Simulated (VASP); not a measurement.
# In (Im-3m) in VASP: a series of runs

One crystal, In, is run at these levels: vdW-DF-cx, rev-vdW-DF2, LDA, PBE; tasks: relaxation of cell and atoms, single point.

Everything below comes from runs of VASP 6.6.1. Logs are shortened: lines on timing, memory, paths and dates and some standing lists are left out, and cuts for length are marked.

## 1. Starting point

It takes space group Im-3m (No. 229, cubic). The conventional cell has a = 3.765 Å, b = 3.765 Å, c = 3.765 Å, α = 90.00°, β = 90.00°, γ = 90.00°. In (site symmetry m-3m) is surrounded by 8 In at 3.26 Å.

This isn't the form of In at room conditions, which is tetragonal.

## 2. Relaxation of cell and atoms, vdW-DF-cx

File INCAR:

```
SYSTEM = In
PREC     = Accurate       ! precision mode
ENCUT    = 600            ! plane-wave cutoff, eV
EDIFF    = 1E-7           ! SCF threshold, eV
ISMEAR   = -1             ! smearing method
SIGMA    = 0.05           ! smearing width, eV
LREAL    = .False.        ! projectors in reciprocal space
LASPH    = .True.         ! aspherical terms in the spheres
NELM     = 80             ! most SCF steps
ALGO     = Normal         ! electronic algorithm
ISIF     = 3              ! what is computed and relaxed
LWAVE    = .False.        ! write WAVECAR
LCHARG   = .False.        ! write CHGCAR
GGA      = CX             ! functional
LUSE_VDW = .True.       
AGGAC    = 0.0          
IBRION   = 2              ! ionic algorithm
NSW      = 40             ! ionic steps
EDIFFG   = -0.02          ! ionic threshold
```

File KPOINTS:

```
Automatic mesh
0
Gamma
  10 10 10
  0 0 0
```

File POSCAR:

```
In
1.0
   -1.8825252400      1.8825252400      1.8825252400
    1.8825252400     -1.8825252400      1.8825252400
    1.8825252400      1.8825252400     -1.8825252400
In
1
Direct
    0.0000000000      0.0000000000      0.0000000000
```

Potentials or basis: VASP PAW PBE potentials, release 64 (In_d).

The run is started by

```console
cat potpaw_PBE.64/In_d/POTCAR > POTCAR
mpirun -np 1 vasp_std > vasp.out
```

OUTCAR:

```text
SYSTEM = In
   PREC = Accurate
   ENCUT = 600
   EDIFF = 1E-7
   ISMEAR = -1
   LREAL = .False.
   LASPH = .True.
   NELM = 80
   ISIF = 3
   GGA = CX
   IBRION = 2
   NSW = 40
   EDIFFG = -0.02

 ion  position               nearest neighbor table
   1  0.000  0.000  0.000-

  LATTYP: Found a body centered cubic cell.
 ALAT       =     3.7650504800

  Lattice vectors:

 A1 = (  -1.8825252400,   1.8825252400,   1.8825252400)
 A2 = (   1.8825252400,  -1.8825252400,   1.8825252400)
 A3 = (   1.8825252400,   1.8825252400,  -1.8825252400)

Analysis of symmetry for initial positions (statically):
=====================================================================
 Subroutine PRICEL returns:
 Original cell was already a primitive cell.

 Routine SETGRP: Setting up the symmetry group for a
 body centered cubic supercell.

 Subroutine GETGRP returns: Found 48 space group operations
 (whereof 48 operations were pure point group operations)
 out of a pool of 48 trial point group operations.

The static configuration has the point symmetry O_h .

Analysis of symmetry for dynamics (positions and initial velocities):
=====================================================================
 Subroutine PRICEL returns:
 Original cell was already a primitive cell.

 Routine SETGRP: Setting up the symmetry group for a
 body centered cubic supercell.

 Subroutine GETGRP returns: Found 48 space group operations
 (whereof 48 operations were pure point group operations)
 out of a pool of 48 trial point group operations.

The dynamic configuration has the point symmetry O_h .

 Subroutine INISYM returns: Found 48 space group operations
 (whereof 48 operations are pure point group operations),
 and found     1 'primitive' translations

----------------------------------------------------------------------------------------

                                     Primitive cell

  volume of cell :      26.6859

  direct lattice vectors                    reciprocal lattice vectors
    -1.882525240  1.882525240  1.882525240     0.000000000  0.265600689  0.265600689
     1.882525240 -1.882525240  1.882525240     0.265600689  0.000000000  0.265600689
     1.882525240  1.882525240 -1.882525240     0.265600689  0.265600689  0.000000000

  length of vectors
     3.260629362  3.260629362  3.260629362     0.375616096  0.375616096  0.375616096

  position of ions in fractional coordinates (direct lattice)
     0.000000000  0.000000000  0.000000000

  ion indices of the primitive-cell ions
   primitive index   ion index
                 1           1

----------------------------------------------------------------------------------------

 KPOINTS: Automatic mesh

Automatic generation of k-mesh.
 Grid dimensions read from file:
 generate k-points for:   10   10   10

 Generating k-lattice:

  Cartesian coordinates                     Fractional coordinates (reciprocal lattice)
     0.000000000  0.026560069  0.026560069     0.100000000  0.000000000  0.000000000
     0.026560069  0.000000000  0.026560069     0.000000000  0.100000000  0.000000000
     0.026560069  0.026560069  0.000000000     0.000000000  0.000000000  0.100000000

  Length of vectors
     0.037561610  0.037561610  0.037561610

  Shift w.r.t. Gamma in fractional coordinates (k-lattice)
     0.000000000  0.000000000  0.000000000

 Subroutine IBZKPT returns following result:
 ===========================================

 Found     47 irreducible k-points:

 Following reciprocal coordinates:
            Coordinates               Weight
  0.000000  0.000000  0.000000      1.000000
  0.100000  0.000000  0.000000     12.000000
  0.200000  0.000000  0.000000     12.000000
  0.300000  0.000000  0.000000     12.000000
  0.400000  0.000000  0.000000     12.000000
  0.500000  0.000000  0.000000      6.000000
[... 16 lines left out ...]
  0.300000  0.300000  0.100000      8.000000
 -0.300000  0.300000  0.100000     24.000000
 [... further k-points ...]
   k-points           NKPTS =     47   k-points in BZ     NKDIM =     47   number of bands    NBANDS=     10
[... 35 lines left out ...]
     1.882525240  1.882525240 -1.882525240     0.265600689  0.265600689  0.000000000

 POSITION                                       TOTAL-FORCE (eV/Angst)
 -----------------------------------------------------------------------------------
      0.00000      0.00000      0.00000         0.000000      0.000000      0.000000
 -----------------------------------------------------------------------------------
    total drift:                               -0.000000     -0.000000     -0.000000

  FREE ENERGIE OF THE ION-ELECTRON SYSTEM (eV)
  ---------------------------------------------------
  free  energy   TOTEN  =         0.4396345074 eV

  energy  without entropy=        0.4449983619  energy(sigma->0) =        0.44231643

Total vdW correction in eV:      2.3921514

--------------------------------------- Ionic step        2  -------------------------------------------

 number of electron      12.9999996 magnetization

 Free energy of the ion-electron system (eV)
  ---------------------------------------------------
  ext. energy  EPLUGINS =         0.00000000
  ---------------------------------------------------
  free energy    TOTEN  =         0.43836260 eV

  energy without entropy =        0.44385385  energy(sigma->0) =        0.44110822

 E-fermi :   7.3019     XC(G=0): -10.3455

 val. band max:        7.2883289527   @ k =   0.2000   0.2000   0.2000
 cond. band min:       7.3278262641   @ k =   0.3000   0.3000   0.0000
 fundamental gap:      0.0394973114
 Fermi energy:         7.3019076195

 k-point     1 :       0.0000    0.0000    0.0000
  band No.  band energies     occupation
      1      -7.2444      2.00000
      2      -7.2444      2.00000
      3      -7.2444      2.00000
      4      -6.9651      2.00000
      5      -6.9651      2.00000
      6      -2.1740      2.00000
      7      18.3781      0.00000
      8      18.3781      0.00000
      9      18.3781      0.00000
     10      20.4509      0.00000

 k-point     2 :       0.1000    0.0000    0.0000
  band No.  band energies     occupation
      1      -7.2553      2.00000
      2      -7.2348      2.00000
      3      -7.2031      2.00000
      4      -6.9765      2.00000
      5      -6.9655      2.00000
      6      -1.9423      2.00000
      7      16.2950      0.00000
      8      17.3960      0.00000
      9      17.8471      0.00000
     10      19.4128      0.00000
[... 274 lines left out ...]
 k-point    24 :      -0.3000    0.3000    0.1000
  band No.  band energies     occupation
      1      -7.2739      2.00000
      2      -7.2097      2.00000
      3      -7.0379      2.00000
      4      -6.9801      2.00000
      5      -6.9587      2.00000
      6       0.1833      2.00000
      7       9.6466      0.00000
      8      13.5045      0.00000
      9      14.6786      0.00000
     10      18.3631      0.00000

 [... further k-points ...]

------------------------ aborting loop because EDIFF is reached ----------------------------------------

  FORCE on cell =-STRESS in cart. coord.  units (eV):
  Direction    XX          YY          ZZ          XY          YZ          ZX
  --------------------------------------------------------------------------------------
  -------------------------------------------------------------------------------------
  Total       -0.0070358     -0.0070358     -0.0070358     -0.0000000      0.0000000     -0.0000000
  in kB       -0.4304393     -0.4304393     -0.4304393     -0.0000000      0.0000000     -0.0000000
  external PRESSURE =      -0.4304393 kB  Pullay stress =       0.0000000 kB

 VOLUME and BASIS-vectors are now :
 -----------------------------------------------------------------------------
  energy-cutoff  :      600.00
  volume of cell :       26.19
      direct lattice vectors                 reciprocal lattice vectors
    -1.870758567  1.870758567  1.870758567     0.000000000  0.267271260  0.267271260
     1.870758567 -1.870758567  1.870758567     0.267271260  0.000000000  0.267271260
     1.870758567  1.870758567 -1.870758567     0.267271260  0.267271260  0.000000000

 POSITION                                       TOTAL-FORCE (eV/Angst)
 -----------------------------------------------------------------------------------
      0.00000      0.00000      0.00000        -0.000000      0.000000     -0.000000
 -----------------------------------------------------------------------------------
    total drift:                               -0.000000     -0.000000     -0.000000

  FREE ENERGIE OF THE ION-ELECTRON SYSTEM (eV)
  ---------------------------------------------------
  free  energy   TOTEN  =         0.4383625958 eV

  energy  without entropy=        0.4438538521  energy(sigma->0) =        0.44110822

Total vdW correction in eV:      2.3791798

 reached required accuracy - stopping structural energy minimisation
```

It took 63 s on 1 thread of Intel Xeon Platinum 8559C (Emerald Rapids), shared host; peak memory 0.33 GiB.

Results:

```yaml
Free_energy: 0.4384 eV
Relaxed_volume: 26.19 Å³/atom
Relaxed_cell: a = 3.240 Å, b = 3.240 Å, c = 3.240 Å, α = 109.47°, β = 109.47°, γ = 109.47°
Space_group_after_relaxing_to_0.05_Å: Im-3m (No. 229)
Energy_gained_by_relaxing: 1.3 meV/atom
Ionic_steps: 2
Pressure_after_relaxing: 0.0 GPa
Band_gap_on_the_k_mesh: none (metal or under the smearing width)
```

The path:
```
step  energy change (eV)  largest force (eV/Å)  pressure (GPa)  volume (Å³)
   1              0.0000                0.0000           -0.78        26.69
   2             -0.0013                0.0000           -0.04        26.19
```

Final structure:
```yaml
crystal:
  lattice:
    - [-1.87076, 1.87076, 1.87076]
    - [1.87076, -1.87076, 1.87076]
    - [1.87076, 1.87076, -1.87076]
  atoms:
    - { symbol: In, position: [0.00000, 0.00000, 0.00000] }
```

Caveat: the PAW data sets were made with another functional, which shifts forces and pressure a little.

## 3. Relaxation of cell and atoms, rev-vdW-DF2

INCAR: that of step 2 with these lines changed.

```diff
@@ -13,5 +13,8 @@
 LCHARG   = .False.        ! write CHGCAR
-GGA      = CX             ! functional
+GGA      = MK             ! functional
 LUSE_VDW = .True.       
 AGGAC    = 0.0          
+PARAM1   = 0.1234       
+PARAM2   = 0.711357     
+ZAB_VDW  = -1.8867      
 IBRION   = 2              ! ionic algorithm
```

KPOINTS is that of step 2.

POSCAR is that of step 2.

Potentials or basis: VASP PAW PBE potentials, release 64 (In_d).

The run is started by

```console
cat potpaw_PBE.64/In_d/POTCAR > POTCAR
mpirun -np 1 vasp_std > vasp.out
```

It took 54 s on 1 thread of Intel Xeon Platinum 8559C (Emerald Rapids), shared host; peak memory 0.32 GiB.

Results (log left out):

- Free energy: 0.2214 eV
- Relaxed volume: 27.11 Å³/atom
- Relaxed cell: a = 3.278 Å, b = 3.278 Å, c = 3.278 Å, α = 109.47°, β = 109.47°, γ = 109.47°
- Space group after relaxing (to 0.05 Å): Im-3m (No. 229)
- Energy gained by relaxing: 1.0 meV/atom
- Ionic steps: 2
- Pressure after relaxing: 0.1 GPa
- Band gap on the k mesh: none (metal or under the smearing width)

Step by step:
```csv
step,energy change (eV),largest force (eV/Å),pressure (GPa),volume (Å³)
1,0.0000,0.0000,0.65,26.69
2,-0.0010,0.0000,0.08,27.11
```

Final structure:
```cif
data_structure
_symmetry_space_group_name_H-M 'P 1'
_symmetry_Int_Tables_number 1
_cell_length_a 3.2778
_cell_length_b 3.2778
_cell_length_c 3.2778
_cell_angle_alpha 109.471
_cell_angle_beta 109.471
_cell_angle_gamma 109.471
_cell_volume 27.11
loop_
_atom_site_label
_atom_site_type_symbol
_atom_site_fract_x
_atom_site_fract_y
_atom_site_fract_z
_atom_site_occupancy
In1 In 0.00000 0.00000 0.00000 1
```

Levels at points of the mesh, in eV from the Fermi level:
| k point | band 2 | band 3 | band 4 | band 5 | band 6 | band 7 | band 8 | band 9 | band 10 |
| --- | --- | --- | --- | --- | --- | --- | --- | --- | --- |
| (0.00, 0.00, 0.00) | -14.55 | -14.55 | -14.29 | -14.29 | -9.24 | 10.65 | 10.65 | 10.65 | 13.11 |
| (0.50, 0.00, 0.00) | -14.58 | -14.31 | -14.30 | -14.13 | -3.91 | -2.93 | 5.75 | 7.28 | 10.07 |
| (0.50, 0.50, 0.50) | -14.64 | -14.17 | -14.17 | -14.17 | 0.70 | 1.32 | 1.32 | 1.32 | 5.44 |

Caveat: the PAW data sets were made with another functional, which shifts forces and pressure a little.

## 4. Relaxation of cell and atoms, LDA

File INCAR:

```
  PREC = Accurate
  ENCUT = 600
  EDIFF = 1E-7
  ISMEAR = -1
  SIGMA = 0.05
  LREAL = F
  LASPH = T
  NELM = 80
  ALGO = Normal
  ISIF = 3
  LWAVE = F
  LCHARG = F
  GGA = CA
  IBRION = 2
  NSW = 40
  EDIFFG = -0.02
```

File KPOINTS:

```
regular mesh
0
Gamma
  10 10 10
```

POSCAR is that of step 3.

Potentials or basis: VASP PAW LDA potentials, release 64 (In_d).

The run is started by

```console
cat potpaw_LDA.64/In_d/POTCAR > POTCAR
mpirun -np 1 vasp_std > vasp.out
```

It took 13 s on 1 thread of Intel Xeon Platinum 8559C (Emerald Rapids), shared host; peak memory 0.15 GiB.

Results (log left out):

```
Free energy                            : -3.2095 eV
Relaxed volume                         : 24.92 Å³/atom
Relaxed cell                           : a = 3.187 Å, b = 3.187 Å, c = 3.187 Å, α = 109.47°, β = 109.47°, γ = 109.47°
Space group after relaxing (to 0.05 Å) : Im-3m (No. 229)
Energy gained by relaxing              : 17.1 meV/atom
Ionic steps                            : 2
Pressure after relaxing                : -0.1 GPa
Band gap on the k mesh                 : none (metal or under the smearing width)
```

Step by step:
```tsv
step	energy change (eV)	largest force (eV/Å)	pressure (GPa)	volume (Å³)
1	0.0000	0.0000	-2.81	26.69
2	-0.0171	0.0000	-0.12	24.92
```

Final structure:
```cif
data_structure
_symmetry_space_group_name_H-M 'P 1'
_symmetry_Int_Tables_number 1
_cell_length_a 3.1871
_cell_length_b 3.1871
_cell_length_c 3.1871
_cell_angle_alpha 109.471
_cell_angle_beta 109.471
_cell_angle_gamma 109.471
_cell_volume 24.92
loop_
_atom_site_label
_atom_site_type_symbol
_atom_site_fract_x
_atom_site_fract_y
_atom_site_fract_z
_atom_site_occupancy
In1 In 0.00000 0.00000 0.00000 1
```

Levels at points of the mesh, in eV from the Fermi level:
```
           k point  band 2  band 3  band 4  band 5  band 6  band 7  band 8  band 9  band 10
(0.00, 0.00, 0.00)  -14.59  -14.59  -14.27  -14.27   -9.83   11.57   11.57   11.57    13.31
(0.50, 0.00, 0.00)  -14.65  -14.29  -14.27  -14.07   -3.91   -3.30    6.13    7.57    10.56
(0.50, 0.50, 0.50)  -14.72  -14.12  -14.12  -14.12    1.30    1.30    1.30    1.32     5.58
```

## 5. Single point, PBE

File INCAR:

```
PREC = Accurate
ENCUT = 520
EDIFF = 1E-7
ISMEAR = 0
SIGMA = 0.1
LREAL = F
LASPH = T
NELM = 60
ALGO = Normal
ISIF = 2
LWAVE = F
LCHARG = F
GGA = PE
```

KPOINTS is that of step 4.

POSCAR is that of step 4.

Potentials or basis: VASP PAW PBE potentials, release 54 (In_d).

The run is started by

```console
cat potpaw_PBE.54/In_d/POTCAR > POTCAR
mpirun -np 1 vasp_std > vasp.out
```

Run time: 5.3 s. Hardware: 1 thread of Intel Xeon 6975P-C (Granite Rapids), shared host; peak memory 0.13 GiB.

The run converged. Its results:

* Free energy: -2.5509 eV
* Pressure: 1.5 GPa
* Band gap on the k mesh: none (metal or under the smearing width)

Levels at points of the mesh, in eV from the Fermi level:
| k point | band 2 | band 3 | band 4 | band 5 | band 6 | band 7 | band 8 | band 9 | band 10 |
| --- | --- | --- | --- | --- | --- | --- | --- | --- | --- |
| (0.00, 0.00, 0.00) | -14.60 | -14.60 | -14.34 | -14.34 | -9.34 | 10.96 | 10.96 | 10.96 | 13.01 |
| (0.50, 0.00, 0.00) | -14.64 | -14.35 | -14.34 | -14.17 | -3.86 | -3.05 | 5.89 | 7.32 | 10.07 |
| (0.50, 0.50, 0.50) | -14.70 | -14.21 | -14.21 | -14.21 | 0.96 | 1.32 | 1.32 | 1.32 | 5.30 |

## 6. Single point, PBE

File run.py:

```python
from ase import Atoms
from ase.calculators.vasp import Vasp
from ase.dft.bandgap import bandgap

atoms = Atoms(
    ['In'],
    cell=[[-1.88252524, 1.88252524, 1.88252524], [1.88252524, -1.88252524, 1.88252524], [1.88252524, 1.88252524, -1.88252524]],
    scaled_positions=[[0.0, 0.0, 0.0]],
    pbc=True,
)
calc = Vasp(
    directory='calc',
    xc='pbe',
    pp='PBE',
    setups='recommended',
    pp_version='54',
    prec='Accurate',
    encut=520,
    ediff=1e-06,
    ismear=0,
    sigma=0.1,
    lreal=False,
    lasph=True,
    nelm=60,
    algo='Normal',
    isif=2,
    lwave=False,
    lcharg=True,
    lelf=True,
    lvhar=True,
    kpts=[10, 10, 10],
    gamma=True,
    nbands=12,
)
atoms.calc = calc

print('energy (eV):', atoms.get_potential_energy())
print('free energy (eV):', atoms.get_potential_energy(force_consistent=True))
print('forces (eV/A):')
print(atoms.get_forces())
print('stress (eV/A^3, Voigt):', atoms.get_stress())
print('Fermi level (eV):', calc.get_fermi_level())
gap, top, bottom = bandgap(calc)
print('band gap (eV):', gap, 'from (spin, k, band)', top, 'to', bottom)
```

Potentials or basis: VASP PAW PBE potentials, release 54 (In_d).

The run is started by

```console
python run.py
```

It took 9.2 s on 1 thread of Intel Xeon 6975P-C (Granite Rapids), shared host; peak memory 0.13 GiB.

It converged, with:

* Free energy: -2.5509 eV
* Pressure: 1.5 GPa
* Band gap on the k mesh: none (metal or under the smearing width)

Levels at points of the mesh, in eV from the Fermi level:
```
           k point  band 3  band 4  band 5  band 6  band 7  band 8  band 9  band 10
(0.00, 0.00, 0.00)  -14.60  -14.34  -14.34   -9.34   10.96   10.96   10.96    13.01
(0.50, 0.00, 0.00)  -14.35  -14.34  -14.17   -3.86   -3.05    5.89    7.32    10.06
(0.50, 0.50, 0.50)  -14.21  -14.21  -14.21    0.96    1.32    1.32    1.32     5.30
```

## 7. Summary

```tsv
task	level	potentials or basis	cell	cutoff (eV)	smearing	other keys	gap on the mesh (eV)	pressure (GPa)	relaxed volume (Å³/atom)
relaxation of cell and atoms	vdW-DF-cx	VASP PAW PBE potentials, release 64 (In_d)	relaxed	600	fermi-dirac 0.05 eV	-	none	0.0	26.19
relaxation of cell and atoms	rev-vdW-DF2	VASP PAW PBE potentials, release 64 (In_d)	relaxed	600	fermi-dirac 0.05 eV	-	none	0.1	27.11
relaxation of cell and atoms	LDA	VASP PAW LDA potentials, release 64 (In_d)	relaxed	600	fermi-dirac 0.05 eV	EDIFFG = -0.02	none	-0.1	24.92
single point	PBE	VASP PAW PBE potentials, release 54 (In_d)	as given	520	gaussian 0.1 eV	-	none	1.5	-
```

Alike in all rows: no spin polarisation; k mesh 10 × 10 × 10.

Caveats: the PAW data sets were made with another functional, which shifts forces and pressure a little (some runs).

Total energies depend on the potentials used, so only differences within one code and one set of settings carry meaning.
